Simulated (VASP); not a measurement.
Here is a VASP 6.6.1 calculation.

Contents of INCAR:

```
  ALGO = Normal
  EDIFF = 1E-6
  EDIFFG = -0.005
  ENCUT = 600
  GGA = PE
  IBRION = 2
  ISIF = 3
  ISMEAR = -1
  IVDW = 11
  LASPH = True
  LCHARG = False
  LREAL = False
  LWAVE = False
  NELM = 60
  NSW = 60
  PREC = Accurate
  SIGMA = 0.05
```

File KPOINTS:

```
k-points
0
Gamma
  13 13 13
```

POSCAR

```
BN
1.0
    0.0000000000      1.8130010000      1.8130010000
    1.8130010000      0.0000000000      1.8130010000
    1.8130010000      1.8130010000      0.0000000000
N B
1 1
Direct
    0.2500000000      0.2500000000      0.2500000000
    0.0000000000      0.0000000000      0.0000000000
```

Potentials or basis: VASP PAW PBE potentials, release 64 (N, B).

Run with:

```sh
$ cat potpaw_PBE.64/N/POTCAR potpaw_PBE.64/B/POTCAR > POTCAR
$ mpirun -np 1 vasp_std > vasp.out
```

(1) Estimate the band gap on the k mesh.

(2) Predict the relaxed volume.

(3) Estimate the relaxed cell.

(4) Predict the dispersion energy per atom.

## Answers

(1) 4.53 eV, indirect (least direct gap 8.82 eV).

(2) 5.90 Å³/atom.

(3) a = 2.556 Å, b = 2.556 Å, c = 2.556 Å, α = 60.00°, β = 60.00°, γ = 60.00°.

(4) -0.138 eV.

Caveat: an odd mesh through Γ misses points on the zone boundary, where band edges often lie.
